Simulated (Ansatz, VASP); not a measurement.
**Two plane-wave programs on Al2O3**

Contents of INCAR:

```
SYSTEM = Al2O3
PREC = Accurate
ENCUT = 520
EDIFF = 1E-7
ISMEAR = 0
SIGMA = 0.1
LREAL = .FALSE.
LASPH = .TRUE.
NELM = 100
ALGO = Normal
ISIF = 2
LWAVE = .FALSE.
LCHARG = .FALSE.
GGA = PE
IVDW = 12
NBANDS = 20
```

Contents of KPOINTS:

```
Automatic mesh
0
G
  9 9 4
  0 0 0
```

File POSCAR:

```
Al2O3
1.0
    3.0174825440      0.0000000000      0.0000000000
   -1.5087412720      2.6132165386      0.0000000000
    0.0000000000      0.0000000000      7.5746360022
Al O
2 3
Direct
    0.0000000000      0.0000000000      0.2779510000
    0.0000000000      0.0000000000      0.7220490000
    0.3333333300      0.6666666700      0.1994540000
    0.6666666700      0.3333333300      0.8005460000
    0.0000000000      0.0000000000      0.5000000000
```

Input for Ansatz:

```yaml
crystal:
  lattice:
    - [3.017482544, 0.0, 0.0]
    - [-1.508741272, 2.6132165386, 0.0]
    - [0.0, 0.0, 7.5746360022]
  atoms:
    - { symbol: Al, position: [0.0, 0.0, 0.277951] }
    - { symbol: Al, position: [0.0, 0.0, 0.722049] }
    - { symbol: O, position: [0.33333333, 0.66666667, 0.199454] }
    - { symbol: O, position: [0.66666667, 0.33333333, 0.800546] }
    - { symbol: O, position: [0.0, 0.0, 0.5] }
basis:
  ecutwfc: 420
kpoints:
  mp_grid: { grid: [9, 9, 4] }
hamiltonian:
  xc: pbe
  dispersion: d3bj
scf:
  occupations: { method: gaussian, width: 0.1 }
output:
  forces: true
  stress: true
  eigenvalues: true
```

Measurements of this composition are mostly on another form, of space group No. 167.

Alike in both runs: task single point; functional PBE; dispersion D3(BJ); k mesh 9 × 9 × 4; occupations gaussian, width 0.1 eV; no spin polarisation.

|  | VASP | Ansatz |
| --- | --- | --- |
| version | VASP 6.6.1 | Ansatz 0.2.0 |
| potentials or method | VASP PAW PBE potentials, release 64 (Al, O) | scalar-relativistic, plane waves, PAW |
| plane-wave cutoff (eV) | 520 | 420 |
| valence electrons in the cell | 24 | 24 |

Ansatz gave:

| Property | Result |
| --- | --- |
| gap on the k mesh at the Fermi level (eV) | 2.30 |
| least direct gap on the mesh (eV) | 2.30 |
| pressure (GPa) | -2.9 |
| largest component of the traceless stress (GPa) | 0.02 |
| rms of the force components (eV/Å) | 0.059 |

Task: Estimate VASP's values.

Result: gap on the k mesh at the Fermi level (eV): 2.29; least direct gap on the mesh (eV): 2.29; pressure (GPa): -2.9; largest component of the traceless stress (GPa): 0.22; rms of the force components (eV/Å): 0.047.

Atom by atom the forces differ by 0.018 eV/Å (rms over components).

Caveats: an odd mesh through Γ misses points on the zone boundary, where band edges often lie. PBE gaps usually lie below the measured ones, often by a third to a half.
